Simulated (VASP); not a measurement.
A run of VASP 6.6.1 is set up as follows.

File POSCAR:

```
Si
1.0
    2.6205428149      0.0000000000      0.0000000000
   -1.3102714075      2.2694566494      0.0000000000
    0.0000000000      0.0000000000      2.4663543900
Si
1
Direct
    0.0000000000      0.0000000000      0.0000000000
```

Contents of INCAR.step1:

```
SYSTEM = Si
  ALGO = Fast
  EDIFF = 1E-7
  ENCUT = 520
  GGA = PE
  ISIF = 2
  ISMEAR = -1
  LASPH = .True.
  LCHARG = .True.
  LREAL = .False.
  LWAVE = .False.
  NELM = 100
  PREC = Accurate
  SIGMA = 0.05
```

Contents of KPOINTS.step1:

```
k-points
0
Gamma
  12 12 11
  0 0 0
```

Contents of INCAR.step2:

```
SYSTEM = Si
  ALGO = Fast
  EDIFF = 1E-7
  ENCUT = 520
  GGA = PE
  ICHARG = 11
  ISIF = 2
  ISMEAR = 0
  LASPH = .True.
  LCHARG = .False.
  LREAL = .False.
  LWAVE = .False.
  NELM = 100
  PREC = Accurate
  SIGMA = 0.05
```

KPOINTS.step2

```
path GMKGALHA,LM,KH
15
line-mode
reciprocal
 0.0000000000  0.0000000000  0.0000000000  G
 0.5000000000  0.0000000000  0.0000000000  M

 0.5000000000  0.0000000000  0.0000000000  M
 0.3333333333  0.3333333333  0.0000000000  K

 0.3333333333  0.3333333333  0.0000000000  K
 0.0000000000  0.0000000000  0.0000000000  G

 0.0000000000  0.0000000000  0.0000000000  G
 0.0000000000  0.0000000000  0.5000000000  A

 0.0000000000  0.0000000000  0.5000000000  A
 0.5000000000  0.0000000000  0.5000000000  L

 0.5000000000  0.0000000000  0.5000000000  L
 0.3333333333  0.3333333333  0.5000000000  H

 0.3333333333  0.3333333333  0.5000000000  H
 0.0000000000  0.0000000000  0.5000000000  A

 0.5000000000  0.0000000000  0.5000000000  L
 0.5000000000  0.0000000000  0.0000000000  M

 0.3333333333  0.3333333333  0.0000000000  K
 0.3333333333  0.3333333333  0.5000000000  H
```

Potentials or basis: VASP PAW PBE potentials, release 54 (Si).

Run with:

```console
$ cat potpaw_PBE.54/Si/POTCAR > POTCAR
$ cp INCAR.step1 INCAR
$ cp KPOINTS.step1 KPOINTS
$ mpirun -np 1 vasp_std > vasp.out
$ cp INCAR.step2 INCAR
$ cp KPOINTS.step2 KPOINTS
$ mpirun -np 1 vasp_std > vasp.out
```

Q: Estimate the band gap along the path.

A: None (metal or under the smearing width).

Levels at the corners of the path, in eV from the Fermi level:
| point | band 1 | band 2 | band 3 | band 4 | band 5 | band 6 |
| --- | --- | --- | --- | --- | --- | --- |
| Γ | -14.11 | 7.53 | 8.04 | 10.41 | 10.41 | 12.31 |
| M | -7.60 | -6.78 | 5.19 | 6.55 | 12.93 | 15.20 |
| M | -7.60 | -6.78 | 5.19 | 6.55 | 12.93 | 15.20 |
| K | -5.68 | -4.55 | -4.55 | 13.95 | 15.52 | 17.36 |
| K | -5.68 | -4.55 | -4.55 | 13.95 | 15.52 | 17.36 |
| Γ | -14.11 | 7.53 | 8.04 | 10.41 | 10.41 | 12.31 |
| Γ | -14.11 | 7.53 | 8.04 | 10.41 | 10.41 | 12.31 |
| A | -9.21 | -7.18 | 14.03 | 14.03 | 15.06 | 15.06 |
| A | -9.21 | -7.18 | 14.03 | 14.03 | 15.06 | 15.06 |
| L | -2.91 | -2.08 | -1.86 | 1.50 | 8.86 | 12.47 |
| L | -2.91 | -2.08 | -1.86 | 1.50 | 8.86 | 12.46 |
| H | -0.99 | -0.76 | -0.76 | 1.08 | 3.84 | 3.84 |
| H | -0.99 | -0.76 | -0.76 | 1.08 | 3.84 | 3.84 |
| A | -9.21 | -7.18 | 14.03 | 14.03 | 15.06 | 15.06 |
| L | -2.91 | -2.08 | -1.86 | 1.50 | 8.86 | 12.46 |
| M | -7.60 | -6.78 | 5.19 | 6.55 | 12.93 | 15.20 |
| K | -5.68 | -4.55 | -4.55 | 13.95 | 15.52 | 17.36 |
| H | -0.99 | -0.76 | -0.76 | 1.08 | 3.84 | 3.84 |

Caveat: the log is that of the step along the path at fixed density, whose energy, stress, charges and moments have no meaning.
